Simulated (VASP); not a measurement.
# Sn under changes of volume

One of the cells (28.203 Å³/atom); the others are scaled copies at fixed shape and fractional positions:

```
Sn
1.0
    -2.95961    2.95961    1.60989
     2.95961   -2.95961    1.60989
     2.95961    2.95961   -1.60989
Sn
2
Cartesian
  0.0000 0.0000 0.0000
  0.0000 2.9596 0.8049
```

| Item | Value |
| --- | --- |
| Program | VASP 6.6.1 |
| Functional | PBEsol |
| Potentials or basis | VASP PAW PBE potentials, release 64 (Sn_d) |
| Cutoff | 520 eV |
| k mesh | 9 × 9 × 9 |
| Occupations | fermi-dirac, width 0.05 eV |
| Spin | no spin polarisation |

| volume (Å³/atom) | energy over the lowest point (meV/atom) | pressure (GPa) |
| --- | --- | --- |
| 25.991 | 5.49 | 2.0 |
| 26.544 | 0.61 | 0.7 |
| 27.097 | 0.00 | -0.5 |
| 28.203 | 9.72 | -2.4 |
| 28.756 | 19.29 | -3.3 |
| 29.309 | ? | ? |

Question: What does the run at 29.309 Å³/atom give?

Answer: Energy over the lowest point 31.57 meV/atom; pressure -4.0 GPa.

Worked out: A Birch-Murnaghan fit of order 3 (a polynomial in V^(-2/3)) to the other rows has its minimum at 26.90 Å³/atom with B0 = V·E''(V) = 56 GPa and B' = 4.6 at fixed shape and positions, which overstates the stiffness. It gives 31.54 meV/atom at 29.309 Å³/atom, against the run's 31.57, and -dE/dV = -3.9 GPa, against -4.0.

Energies are extrapolated to zero smearing.

Caveats: the PAW data sets were made with another functional, which shifts forces and pressure a little.
